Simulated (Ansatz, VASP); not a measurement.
**Bi: VASP beside Ansatz**

The input INCAR:

```
PREC     = Accurate       # precision mode
ENCUT    = 520            # plane-wave cutoff, eV
EDIFF    = 1E-7           # SCF threshold, eV
ISMEAR   = -1             # smearing method
SIGMA    = 0.05           # smearing width, eV
LREAL    = False          # projectors in reciprocal space
LASPH    = True           # aspherical terms in the spheres
NELM     = 60             # most SCF steps
ALGO     = Normal         # electronic algorithm
ISIF     = 2              # what is computed and relaxed
LWAVE    = False          # write WAVECAR
LCHARG   = False          # write CHGCAR
GGA      = PS             # functional
NBANDS   = 22             # bands
```

KPOINTS

```
regular mesh
0
Gamma
  8 8 4
```

POSCAR

```
Bi
1.0
    3.3018899442      0.0000000000      0.0000000000
    0.0000000000      3.2848288383      0.0000000000
   -0.0820328266      0.0000000000      6.5702716347
Bi
2
Direct
    0.5442472500      0.0000000000      0.7495778900
    0.4557527500      0.0000000000      0.2504221100
```

The input input.yaml:

```yaml
crystal:
  lattice:
    - [3.3018899442, 0.0, 0.0]
    - [0.0, 3.2848288383, 0.0]
    - [-0.0820328266, 0.0, 6.5702716347]
  atoms:
    - { symbol: Bi, position: [0.54424725, 0.0, 0.74957789] }
    - { symbol: Bi, position: [0.45575275, 0.0, 0.25042211] }
hamiltonian:
  xc: pbesol
  pseudopotentials: { kind: paw }
kpoints:
  mp_grid: { grid: [8, 8, 4] }
scf:
  occupations: { method: fermi_dirac, width: 0.05 }
output:
  forces: true
  stress: true
  eigenvalues: true
```

Change from the starting cell: volume scaled by 1.06.

Alike in both runs: task single point; functional PBEsol; k mesh 8 × 8 × 4; occupations fermi-dirac, width 0.05 eV; no spin polarisation.

|  | VASP | Ansatz |
| --- | --- | --- |
| version | VASP 6.6.1 | Ansatz 0.2.0 |
| potentials or method | VASP PAW PBE potentials, release 64 (Bi_d) | Ansatz PAW |
| plane-wave cutoff (eV) | 520 | 420 |
| valence electrons in the cell | 30 | 30 |

```tsv
	VASP	Ansatz	Ansatz less VASP
gap on the k mesh at the Fermi level (eV)	none	none	-
pressure (GPa)	-3.1	-3.1	+0.07
largest component of the traceless stress (GPa)	0.48	0.48	+0.002
rms of the force components (eV/Å)	0.013	0.013	+0.0001
```

Atom by atom the forces differ by 0.000 eV/Å (rms over components). A gap of «none» marks a metal or a gap that the smearing closes.

Caveats: spin-orbit coupling is left out, which moves the levels of the heavy elements; the PAW data sets were made with another functional, which shifts forces and pressure a little (VASP); the PAW data sets come from PBE, with cores solved anew for the run's functional, which leaves a small shift of forces and pressure (Ansatz).
